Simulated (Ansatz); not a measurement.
The elements of this relaxed trial crystal are hidden behind letters.

```
lattice vectors (Å)
  -3.5850    3.5850    2.8113
   3.5850   -3.5850    2.8113
   3.5850    3.5850   -2.8113
fractional positions
X 0.2466 0.1250 0.6216
X 0.5034 0.6250 0.3784
X 0.8750 0.4966 0.1216
X 0.3750 0.7534 0.8784
Z 0.8750 0.7549 0.3799
Z 0.3750 0.4951 0.6201
Z 0.2451 0.6250 0.1201
Z 0.5049 0.1250 0.8799
```

Theory: Ansatz 0.2.0, DFT PBE, scalar-relativistic, plane waves, PAW. The final run on the 8-atom cell used 420 eV, a Γ-centred 6×6×6 mesh, 0.02 eV smearing and no spin polarisation.

| Item | Value |
| --- | --- |
| Space group | I-42d (No. 122) |
| Conventional cell | a = 7.170 Å, c = 5.623 Å |
| Volume per atom | 18.07 Å³ |
| Density | 3.85 g/cm³ |
| Energy over the elements | +0.020 eV/atom |
| Gap on the 6×6×6 mesh of the 8-atom cell | 1.32 eV |

Energies are uncorrected and count from the elements' standard states at the same level.

**Question.** X is a p-block element of period 4 and Z is a p-block element of period 2. Which elements are they?

**Answer.** X = Ga, Z = N, so the formula is GaN. Density times volume gives a mean mass of 3.85 × 18.07/1.6605 = 41.9 u per atom, and this set has 41.9 u. Around Ga lie 3 N at 1.85–1.86 Å; around N lie 3 Ga at 1.85–1.86 Å. Other sets within the hints have nearly the same mass, so mass alone doesn't settle it; this one was computed.

Kohn–Sham gaps at this level usually fall short of measured ones. A structure relaxed within its symmetry needn't be a true minimum.
